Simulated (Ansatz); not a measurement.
Runs of Ansatz 0.2.0 on CdS (Greenockite). The structure is hexagonal, space group P6_3mc (No. 186). The conventional cell has a = 4.150 Å, b = 4.150 Å, c = 6.737 Å, α = 90.00°, β = 90.00°, γ = 120.00°. Cd (site symmetry 3m) is surrounded by 4 S at 2.53 to 2.54 Å. S (site symmetry 3m) has 4 Cd at 2.53 to 2.54 Å as nearest neighbours. 

```tsv
task	level	cell	k mesh	cutoff (eV)	points for each segment of the path	mesh quality	gap on the mesh (eV)	pressure (GPa)	relaxed volume (Å³/atom)	largest force (eV/Å)
single point	PBE	as given	7 × 7 × 4	500	-	not flagged	1.20	(c)	-	0.07
relaxation of cell and atoms	PBE-EpsX	relaxed	4 × 4 × 2	420	-	coarse	(a)	0.0	25.64	-
relaxation of cell and atoms	BLYP+D4	relaxed	7 × 7 × 4	420	-	not flagged	1.09	0.0	25.55	0.01
band structure	exchange-only PBE	as given	7 × 7 × 4	420	14	not flagged	(b)	10.7	-	0.07
```

Alike in all rows: potentials or basis Ansatz PAW; no spin polarisation; smearing fermi-dirac 0.05 eV.

Fill in the values left out.

(a) 2.26; (b) 1.17; (c) 2.1.

Caveats: some runs use coarse meshes; the PAW data sets come from PBE, with cores solved anew for the run's functional, which leaves a small shift of forces and pressure (some runs); odd divisions of the mesh miss points on the zone boundary, where band edges often lie, so the gap on the mesh can be too wide (some runs); the plane-wave basis is chosen anew once the cell has moved, so the energies of steps on either side of that aren't comparable (some runs).

A k mesh can miss the band edges, and the runs leave out spin-orbit coupling on Cd.
